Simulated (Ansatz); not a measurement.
# Surface calculation: fcc Sb (100), 1 layer

The slab is cut from the fcc crystal, which needn't be the stable phase, as relaxed on PAW files (27.50 Å³/atom), with 16 Å of vacuum and a dipole correction:

```
CELL_PARAMETERS angstrom
3.38805 0.00000 0.00000
0.00000 3.38805 0.00000
0.00000 0.00000 16.00000
ATOMIC_POSITIONS crystal
Sb 0.00000 0.00000 0.50000
```

All numbers are PBE results (scalar-relativistic) from Ansatz 0.2.0, with a Γ-centred 10×10×1 k mesh, Fermi–Dirac smearing of 0.05 eV, no spin polarisation. Methods: LAPW: all electrons, basis error target 1 meV/atom; PAW: frozen-core files, cutoff 420 eV.

The bulk energy comes from a cell in the slab's orientation on a 10×10×7 mesh. The surface energy is (E(slab) − N·E(bulk))/2A at zero smearing, the mean of both faces; thin slabs carry quantum-size effects.

Spin–orbit coupling is left out, which matters for the heavy atoms.

Problem. As cut, the LAPW slab lies 0.715 eV above 1 atom of bulk. What surface energy is that?

Solution. Over two faces of 11.48 Å² it is 31.1 meV/Å², and times 16.02 J/m² per eV/Å² that gives γ = 0.499 J/m².

```json
{"method": "LAPW", "γ as cut (J/m²)": "0.499", "Φ as cut (eV)": "?"}
```

Problem. Give the missing entry: row "LAPW", column "Φ as cut (eV)".

Solution. 4.99.

Problem. What changes if the images along the normal are cut off in place of the dipole correction?

Solution. LAPW then gives: no gap, work function 4.99 eV; PAW: no gap, work function 4.99 eV.
